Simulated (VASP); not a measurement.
Set up this calculation in VASP 6.6.1, as the native input.

```yaml
Task: relaxation of cell and atoms
Functional: PBE
Dispersion: D3(BJ)
Potentials_or_basis: VASP PAW PBE potentials, release 64 (Fe)
Cutoff: 600 eV
k_mesh: 20 × 20 × 20
Occupations: gaussian, width 0.1 eV
Spin: collinear spin, ferromagnetic start
Starting_moments: "[3.0] μB"
Further_INCAR_settings: ALGO = Normal; EDIFF = 1e-07; IBRION = 2; EDIFFG = -0.005; NSW = 90; ISIF = 3
```

The structure of Fe lies in POSCAR:

```
Fe
1.0
   -1.4295500000      1.4295500000      1.4295500000
    1.4295500000     -1.4295500000      1.4295500000
    1.4295500000      1.4295500000     -1.4295500000
Fe
1
Direct
    0.0000000000      0.0000000000      0.0000000000
```

One way to write it, as run:

INCAR

```
SYSTEM = Fe
ALGO     = Normal         ! electronic algorithm
EDIFF    = 1E-7           ! SCF threshold, eV
EDIFFG   = -0.005         ! ionic threshold
ENCUT    = 600            ! plane-wave cutoff, eV
GGA      = PE             ! functional
IBRION   = 2              ! ionic algorithm
ISIF     = 3              ! what is computed and relaxed
ISMEAR   = 0              ! smearing method
ISPIN    = 2              ! spin polarisation
IVDW     = 12             ! dispersion correction
LASPH    = .True.         ! aspherical terms in the spheres
LCHARG   = .False.        ! write CHGCAR
LMAXMIX  = 4              ! l up to which the mixer works
LORBIT   = 11             ! projections on sites
LREAL    = .False.        ! projectors in reciprocal space
LWAVE    = .False.        ! write WAVECAR
MAGMOM   = 3              ! initial moments
NELM     = 100            ! most SCF steps
NSW      = 90             ! ionic steps
PREC     = Accurate       ! precision mode
SIGMA    = 0.1            ! smearing width, eV
```

KPOINTS

```
k-points
0
Gamma
  20 20 20
  0 0 0
```

Potentials or basis: VASP PAW PBE potentials, release 64 (Fe).

Launch:

```bash
$ cat potpaw_PBE.64/Fe/POTCAR > POTCAR
$ mpirun -np 1 vasp_std > vasp.out
```

It gave:

```json
{
  "Relaxed volume": "11.02 Å³/atom",
  "Relaxed cell": "a = 2.428 Å, b = 2.428 Å, c = 2.428 Å, α = 109.47°, β = 109.47°, γ = 109.47°",
  "Space group after relaxing (to 0.05 Å)": "Im-3m (No. 229)",
  "Energy gained by relaxing": "21.6 meV/atom",
  "Ionic steps": "4",
  "Pressure after relaxing": "0.0 GPa",
  "Band gap on the k mesh": "none (metal or under the smearing width)",
  "Net moment": "2.12 μB per cell",
  "Site moments": "Fe +2.11 μB",
  "Valence electrons inside the program's atomic spheres": "Fe 7.33",
  "Dispersion energy per atom": "-0.369 eV"
}
```

Caveat: pairwise dispersion overbinds metals, which lowers pressure and volume.

It took 2.4 min on 1 thread of Intel(R) Xeon(R) Platinum 8488C (Sapphire Rapids), with other jobs on the host, peak memory 0.2 GiB.
